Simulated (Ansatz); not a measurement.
ZnTe:
```
ZnTe
1.0
    0.00000     3.05676     3.05676
    3.05676     0.00000     3.05676
    3.05676     3.05676     0.00000
Te Zn
1 1
Direct
  0.75000   0.75000   0.75000
  0.00000   0.00000   0.00000
```

Relaxed with r²SCAN. Special points in fractions of this cell's reciprocal vectors: Γ (0.000, 0.000, 0.000); X (0.500, 0.000, 0.500); U (0.625, 0.250, 0.625); K (0.375, 0.375, 0.750); L (0.500, 0.500, 0.500); W (0.500, 0.250, 0.750).

Q: List the band energies nearest the valence-band maximum at these points for r²SCAN with spin–orbit coupling in the plane-wave PAW code Ansatz.

A: In eV from the valence-band maximum; about four levels below and three above (degenerate sets whole), none deeper than 8.9 eV; points with the same levels are listed once.

```csv
k,below,above
Γ,0.00 0.00 0.00 0.00,1.52 1.52 4.45 4.45
X,-2.69 -2.69 -2.30 -2.30,2.32 2.32 2.44 2.44
U,-3.58 -3.27 -2.12 -2.09,2.71 2.74 4.74
L,-1.45 -1.45 -0.95 -0.95,1.93 1.93 5.15 5.15
W,-3.44 -2.99 -2.90 -2.82,4.40 4.81 4.89
```

Space group F-43m (zinc blende). The r²SCAN relaxation kept the symmetry of its start; of distortions, only those at the zone centre were tested.

Potentials: the later of the program's two PAW sets.
